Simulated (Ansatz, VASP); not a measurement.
## Ti in VASP and in Ansatz

```
CELL_PARAMETERS angstrom
2.93587 0.00000 0.00000
-1.46793 2.54254 0.00000
0.00000 0.00000 4.64176
ATOMIC_POSITIONS crystal
Ti 0.33333 0.66667 0.25000
Ti 0.66667 0.33333 0.75000
```

Alike in both runs: functional r2SCAN; k mesh 12 × 12 × 8; occupations fermi-dirac, width 0.1 eV; no spin polarisation.

Ansatz relaxed the structure, and its values are those at the end. VASP's run is a single point on that final structure, the one shown.

|  | VASP | Ansatz |
| --- | --- | --- |
| version | VASP 6.6.1 | Ansatz 0.2.0 |
| potentials or method | VASP PAW PBE potentials, release 64 (Ti_sv) | PAW with Ansatz's default frozen-core files, scalar-relativistic |
| plane-wave cutoff (eV) | 520 | 500 |
| valence electrons in the cell | 24 | 24 |

```tsv
	VASP	Ansatz	Ansatz less VASP
pressure (GPa)	0.4	0.0	-0.36
```

Caveats: the PAW data sets were made with another functional, which shifts forces and pressure a little (VASP).
